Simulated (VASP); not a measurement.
Input of a VASP 6.6.1 run:

Contents of INCAR:

```
SYSTEM = C
ALGO     = Normal         ! electronic algorithm
EDIFF    = 1E-7           ! SCF threshold, eV
EDIFFG   = -0.005         ! ionic threshold
ENCUT    = 580            ! plane-wave cutoff, eV
GGA      = PS             ! functional
IBRION   = 2              ! ionic algorithm
ISIF     = 3              ! what is computed and relaxed
ISMEAR   = 0              ! smearing method
LASPH    = .True.         ! aspherical terms in the spheres
LCHARG   = .False.        ! write CHGCAR
LREAL    = .False.        ! projectors in reciprocal space
LWAVE    = .False.        ! write WAVECAR
NELM     = 60             ! most SCF steps
NSW      = 90             ! ionic steps
PREC     = Accurate       ! precision mode
SIGMA    = 0.02           ! smearing width, eV
```

The input KPOINTS:

```
k-points
0
Gamma
  12 12 12
  0 0 0
```

File POSCAR:

```
C
1.0
    0.0000000000      1.7834000000      1.7834000000
    1.7834000000      0.0000000000      1.7834000000
    1.7834000000      1.7834000000      0.0000000000
C
2
Direct
    0.5000000000      0.5000000000      0.5000000000
    0.7500000000      0.7500000000      0.7500000000
```

Potentials or basis: VASP PAW PBE potentials, release 64 (C).

Launch:

```sh
$ cat potpaw_PBE.64/C/POTCAR > POTCAR
$ mpirun -np 1 vasp_std > vasp.out
```

(1) Estimate the relaxed cell.

(2) What does it give for the relaxed volume?

Answers

(1) a = 2.514 Å, b = 2.514 Å, c = 2.514 Å, α = 60.00°, β = 60.00°, γ = 60.00°.

(2) 5.62 Å³/atom.

Caveat: the PAW data sets were made with another functional, which shifts forces and pressure a little.
